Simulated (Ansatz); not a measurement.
Eigenvalues along a path: Sr (omega type)

```xyz
3
Lattice="6.8482 0.0000 0.0000 -3.4241 5.9307 0.0000 0.0000 0.0000 4.0942" Properties=species:S:1:pos:R:3 pbc="T T T"
Sr    0.0000    0.0000    0.0000
Sr    0.0000    3.9538    2.0471
Sr    3.4241    1.9769    2.0471
```

The cell comes from a relaxation on PAW files under the same functional, begun from a prototype that needn't be the stable phase.

Level of theory: DFT with PBE, scalar-relativistic, in Ansatz 0.2.0; a Γ-centred 5×5×7 k mesh, Fermi–Dirac smearing of 0.1 eV, no spin polarisation. LAPW: all electrons, basis error target 1 meV/atom.

Path points, in fractions of the reciprocal vectors: Γ (0.000, 0.000, 0.000), M (0.500, 0.000, 0.000), K (0.333, 0.333, 0.000), A (0.000, 0.000, 0.500), L (0.500, 0.000, 0.500), H (0.333, 0.333, 0.500). Levels in eV from the Fermi level; bands 19 to 34, counted from the lowest band of the run. The gap is zero, the pressure 0.01 GPa.

```
# k(1/Å) point b19 b20 b21 b22 b23 b24 b25 b26 b27 b28 b29 b30 b31 b32 b33 b34
0.000 Γ -18.69 -18.69 -18.58 -18.58 -18.54 -18.51 -18.48 -18.48 -18.46 -3.62 -0.08 0.18 0.18 0.22 0.22 0.52
0.076 - -18.70 -18.69 -18.58 -18.58 -18.54 -18.51 -18.49 -18.48 -18.46 -3.59 -0.23 0.00 0.16 0.26 0.29 0.72
0.151 - -18.70 -18.69 -18.58 -18.57 -18.54 -18.51 -18.49 -18.49 -18.46 -3.50 -0.52 -0.30 0.15 0.34 0.45 0.99
0.227 - -18.71 -18.69 -18.57 -18.57 -18.54 -18.51 -18.50 -18.49 -18.46 -3.36 -0.87 -0.54 0.15 0.45 0.61 1.21
0.303 - -18.71 -18.68 -18.57 -18.56 -18.54 -18.51 -18.51 -18.49 -18.46 -3.17 -1.25 -0.74 0.15 0.59 0.77 1.36
0.378 - -18.72 -18.67 -18.58 -18.55 -18.53 -18.52 -18.51 -18.50 -18.47 -2.94 -1.63 -0.89 0.16 0.75 0.94 1.42
0.454 - -18.72 -18.66 -18.59 -18.54 -18.53 -18.52 -18.51 -18.50 -18.47 -2.66 -1.99 -0.98 0.17 0.94 1.12 1.39
0.530 M -18.72 -18.66 -18.59 -18.54 -18.53 -18.52 -18.51 -18.50 -18.47 -2.35 -2.33 -1.01 0.17 1.06 1.26 1.29
0.573 - -18.72 -18.66 -18.60 -18.54 -18.53 -18.52 -18.51 -18.50 -18.47 -2.35 -2.32 -1.04 0.20 1.06 1.26 1.30
0.617 - -18.72 -18.66 -18.60 -18.54 -18.53 -18.52 -18.51 -18.50 -18.47 -2.33 -2.30 -1.14 0.26 1.04 1.25 1.31
0.661 - -18.72 -18.66 -18.61 -18.53 -18.53 -18.52 -18.51 -18.50 -18.47 -2.29 -2.26 -1.27 0.36 1.01 1.22 1.33
0.704 - -18.72 -18.66 -18.61 -18.53 -18.53 -18.52 -18.51 -18.50 -18.47 -2.24 -2.21 -1.44 0.47 0.97 1.17 1.36
0.748 - -18.71 -18.65 -18.62 -18.53 -18.53 -18.52 -18.50 -18.50 -18.47 -2.18 -2.15 -1.61 0.59 0.93 1.11 1.38
0.792 - -18.71 -18.65 -18.63 -18.53 -18.53 -18.52 -18.50 -18.50 -18.47 -2.11 -2.07 -1.80 0.69 0.91 1.03 1.40
0.836 K -18.71 -18.64 -18.64 -18.53 -18.52 -18.52 -18.50 -18.50 -18.47 -2.04 -1.98 -1.98 0.73 0.95 0.95 1.42
0.923 - -18.71 -18.65 -18.62 -18.53 -18.53 -18.52 -18.51 -18.50 -18.47 -2.38 -1.81 -1.75 0.66 0.78 1.18 1.31
1.010 - -18.71 -18.67 -18.60 -18.54 -18.53 -18.52 -18.51 -18.50 -18.47 -2.73 -1.55 -1.48 0.55 0.62 1.09 1.47
1.098 - -18.71 -18.68 -18.58 -18.55 -18.53 -18.52 -18.51 -18.49 -18.47 -3.03 -1.25 -1.17 0.44 0.47 0.89 1.43
1.185 - -18.71 -18.69 -18.57 -18.56 -18.54 -18.51 -18.51 -18.49 -18.46 -3.28 -0.92 -0.82 0.34 0.35 0.70 1.30
1.272 - -18.70 -18.69 -18.57 -18.57 -18.54 -18.51 -18.50 -18.49 -18.46 -3.47 -0.58 -0.44 0.26 0.27 0.51 1.07
1.360 - -18.70 -18.69 -18.58 -18.58 -18.54 -18.51 -18.49 -18.48 -18.46 -3.58 -0.26 -0.06 0.20 0.22 0.33 0.77
1.447 Γ -18.69 -18.69 -18.58 -18.58 -18.54 -18.51 -18.48 -18.48 -18.46 -3.62 -0.08 0.18 0.18 0.22 0.22 0.52
1.557 - -18.69 -18.69 -18.58 -18.58 -18.55 -18.52 -18.48 -18.48 -18.47 -3.56 -0.01 0.18 0.18 0.21 0.21 0.61
1.666 - -18.69 -18.69 -18.58 -18.58 -18.57 -18.54 -18.49 -18.48 -18.48 -3.38 0.15 0.19 0.19 0.20 0.20 0.89
1.776 - -18.69 -18.69 -18.60 -18.57 -18.57 -18.57 -18.53 -18.49 -18.49 -3.10 0.18 0.18 0.19 0.19 0.31 1.34
1.886 - -18.68 -18.68 -18.64 -18.60 -18.56 -18.56 -18.56 -18.49 -18.49 -2.72 0.15 0.15 0.21 0.21 0.27 1.93
1.995 - -18.68 -18.68 -18.67 -18.63 -18.59 -18.55 -18.55 -18.49 -18.49 -2.27 -0.06 0.11 0.11 0.22 0.22 1.97
2.105 - -18.69 -18.68 -18.68 -18.65 -18.61 -18.54 -18.54 -18.50 -18.50 -1.77 -0.55 0.08 0.08 0.23 0.23 1.79
2.215 A -18.70 -18.68 -18.68 -18.66 -18.62 -18.54 -18.54 -18.50 -18.50 -1.38 -0.94 0.07 0.07 0.24 0.24 1.73
2.290 - -18.70 -18.68 -18.67 -18.66 -18.62 -18.54 -18.53 -18.50 -18.50 -1.37 -0.94 0.06 0.07 0.24 0.25 1.72
2.366 - -18.70 -18.68 -18.67 -18.66 -18.63 -18.54 -18.53 -18.50 -18.50 -1.31 -0.91 0.06 0.07 0.23 0.28 1.70
2.442 - -18.70 -18.68 -18.67 -18.66 -18.63 -18.54 -18.53 -18.50 -18.50 -1.22 -0.87 0.04 0.07 0.23 0.33 1.63
2.517 - -18.69 -18.68 -18.67 -18.66 -18.62 -18.55 -18.53 -18.50 -18.50 -1.10 -0.83 0.02 0.07 0.20 0.39 1.36
2.593 - -18.69 -18.69 -18.67 -18.67 -18.61 -18.55 -18.53 -18.50 -18.49 -0.97 -0.79 0.00 0.08 0.16 0.45 1.13
2.669 - -18.69 -18.69 -18.67 -18.67 -18.60 -18.56 -18.52 -18.50 -18.49 -0.85 -0.77 -0.01 0.08 0.09 0.50 0.97
2.744 L -18.69 -18.69 -18.68 -18.67 -18.59 -18.57 -18.52 -18.50 -18.49 -0.79 -0.76 -0.01 0.06 0.08 0.51 0.92
2.788 - -18.69 -18.69 -18.67 -18.67 -18.59 -18.57 -18.52 -18.50 -18.49 -0.78 -0.76 -0.01 0.05 0.07 0.48 0.96
2.832 - -18.70 -18.69 -18.67 -18.66 -18.59 -18.58 -18.52 -18.50 -18.49 -0.75 -0.75 -0.02 0.04 0.06 0.40 1.05
2.875 - -18.70 -18.69 -18.67 -18.65 -18.59 -18.58 -18.52 -18.50 -18.49 -0.74 -0.71 -0.02 0.02 0.04 0.31 1.17
2.919 - -18.71 -18.69 -18.67 -18.64 -18.59 -18.59 -18.52 -18.50 -18.49 -0.73 -0.64 -0.03 -0.02 0.02 0.24 1.31
2.963 - -18.71 -18.69 -18.68 -18.63 -18.60 -18.59 -18.52 -18.50 -18.49 -0.72 -0.56 -0.12 -0.02 0.00 0.20 1.45
3.006 - -18.71 -18.68 -18.68 -18.62 -18.60 -18.60 -18.52 -18.50 -18.50 -0.71 -0.46 -0.23 -0.02 -0.02 0.18 1.61
3.050 H -18.71 -18.68 -18.68 -18.61 -18.61 -18.60 -18.52 -18.50 -18.50 -0.71 -0.34 -0.34 -0.02 -0.02 0.18 1.77
3.137 - -18.71 -18.69 -18.68 -18.62 -18.61 -18.58 -18.52 -18.50 -18.49 -0.72 -0.58 -0.09 -0.02 -0.01 0.19 1.48
3.225 - -18.71 -18.69 -18.67 -18.64 -18.62 -18.57 -18.52 -18.50 -18.49 -0.81 -0.76 0.00 0.02 0.17 0.21 1.30
3.312 - -18.70 -18.69 -18.67 -18.65 -18.62 -18.55 -18.52 -18.50 -18.50 -1.01 -0.80 0.01 0.05 0.22 0.32 1.32
3.400 - -18.70 -18.69 -18.66 -18.66 -18.63 -18.54 -18.53 -18.50 -18.50 -1.17 -0.85 0.03 0.07 0.23 0.34 1.53
3.487 - -18.70 -18.68 -18.67 -18.66 -18.63 -18.54 -18.53 -18.50 -18.50 -1.29 -0.90 0.05 0.07 0.24 0.29 1.69
3.574 - -18.70 -18.68 -18.67 -18.66 -18.62 -18.54 -18.53 -18.50 -18.50 -1.36 -0.93 0.06 0.07 0.24 0.25 1.72
3.662 A -18.70 -18.68 -18.68 -18.66 -18.62 -18.54 -18.54 -18.50 -18.50 -1.38 -0.94 0.07 0.07 0.24 0.24 1.73
```
